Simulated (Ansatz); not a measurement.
**AgCl: stress in a strained cell**

Aim: deform AgCl (zz strain of -1 %) and compute stress, forces and field gradients with LAPW, PAW and all-electron datasets made for the crystal.

Method: DFT LDA, scalar-relativistic, in Ansatz 0.2.0.

### 1 Starting point

Symmetry: Fm-3m, No. 225, cubic system. The conventional cell has a = 5.546 Å, b = 5.546 Å, c = 5.546 Å, α = 90.00°, β = 90.00°, γ = 90.00°. Ag (site symmetry m-3m) is surrounded by 6 Cl at 2.77 Å. Around Cl (site symmetry m-3m) lie 6 Ag at 2.77 Å.

Coordinates:

```
Ag Cl
1.0
     0.00000    2.77315    2.77315
     2.77315    0.00000    2.77315
     2.77315    2.77315    0.00000
Ag Cl
1 1
Direct
  0.50000 0.50000 0.50000
  0.00000 0.00000 0.00000
```

Atoms are numbered in the order of the input: Ag1, Cl2.

### 2 The deformed structure

Space group Fm-3m before, I4/mmm after.

### 3 All-electron LAPW

Contents of input.yaml:

```yaml
crystal:
  lattice:
    - [0.0, 2.77315, 2.7454185]
    - [2.77315, 0.0, 2.7454185]
    - [2.77315, 2.77315, 0.0]
  atoms:
    - { symbol: Ag, position: [0.5, 0.5, 0.5] }
    - { symbol: Cl, position: [0.0, 0.0, 0.0] }
kpoints:
  mp_grid: { grid: [8, 8, 8] }
  band_path:
    path:
      - [0.0, 0.0, 0.0]
      - [0.0, 0.5, 0.5]
      - [0.25, 0.75, 0.5]
      - [0.0, 0.5, 0.0]
      - [0.0, 0.0, 0.0]
      - [0.5, 0.5, 0.0]
      - [0.3775380063, 0.6224619937, 0.0]
      - [-0.3775380063, 0.3775380063, 0.0]
      - [0.0, 0.0, 0.0]
    npoints: 5
scf:
  occupations: { method: fermi_dirac, width: 0.02 }
hamiltonian:
  xc: lda
  pseudopotentials: { kind: all_electron, lapw: { basis_error: 0.0005 } }
output:
  forces: true
  stress: true
  eigenvalues: true
```

Launch:

```bash
$ ansatz run input.yaml --threads 1 --pin off --max-ram 3072MiB --backend cpu --events-out ev --progress --plain --runs-dir out
```

### 4 PAW with frozen cores

Contents of input.yaml:

```yaml
crystal:
  lattice:
    - [0.0, 2.77315, 2.7454185]
    - [2.77315, 0.0, 2.7454185]
    - [2.77315, 2.77315, 0.0]
  atoms:
    - { symbol: Ag, position: [0.5, 0.5, 0.5] }
    - { symbol: Cl, position: [0.0, 0.0, 0.0] }
kpoints:
  mp_grid: { grid: [8, 8, 8] }
scf:
  occupations: { method: fermi_dirac, width: 0.02 }
hamiltonian:
  xc: lda
  pseudopotentials: { kind: paw }
output:
  forces: true
  stress: true
  eigenvalues: true
  efg: { contact_densities: true }
```

### 5 All-electron PAW on datasets made for the crystal

Changes to input.yaml since step 4:

```diff
@@ -14,3 +14,3 @@
   xc: lda
-  pseudopotentials: { kind: paw }
+  pseudopotentials: { kind: all_electron, datasets: crystal }
 output:
```

(Steps that only read results are left out.)

**Question.** What will these runs give? Wanted: pressure; largest shear or deviatoric stress.

**Answer**, as computed:

```
                                 quantity                                              value
                                 pressure  LAPW -5.16, PAW -5.17, crystal datasets -5.16 GPa
largest shear or deviatoric stress (LAPW)                                           0.05 GPa
```

In words: The largest part of the stress beyond the pressure is 0.05 GPa in size, in the zz component; the atoms are carried along and not relaxed. No run of the undeformed cell stands beside it, so the pressure holds what the given cell had before the change. PAW: stress within 0.01 GPa of LAPW. Crystal datasets: stress within 0.01 GPa of LAPW.
